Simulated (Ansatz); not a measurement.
Choice of functional: NbN

```xyz
2
Lattice="0.0000 2.1945 2.1945 2.1945 0.0000 2.1945 2.1945 2.1945 0.0000" Properties=species:S:1:pos:R:3 pbc="T T T"
Nb    2.1945    2.1945    2.1945
N     0.0000    0.0000    0.0000
```

Atom numbers follow the list: Nb1, N2.

The geometry is COD entry 1538667, unchecked; take it as a test cell.

One fixed cell is solved with several functionals by frozen-core PAW in Ansatz 0.2.0, scalar-relativistically. A positive pressure means that the functional wants a larger cell.

The PAW files were made with PBE; their cores are remade for each functional.

Sampling and basis: a Γ-centred 13×13×13 k mesh, Fermi–Dirac smearing of 0.08 eV, cutoff 420 eV, no spin polarisation.

Cutoffs: PBE 420 eV, LDA 420 eV, PBEsol 420 eV, r²SCAN 500 eV.

| setting | P (GPa) | lowest level at Γ above −25 eV, from the valence-band top or, without a gap, the Fermi level (eV) |
| --- | --- | --- |
| PBE | ? | -17.65 |
| LDA | -7.64 | -17.44 |
| PBEsol | -1.98 | -17.59 |
| r²SCAN | 5.08 | ? |

Question: Fill in "P (GPa)" for the row "PBE".

Answer: 7.11.

Question: Fill in "lowest level at Γ above −25 eV, from the valence-band top or, without a gap, the Fermi level (eV)" for the row "r²SCAN".

Answer: -18.78.
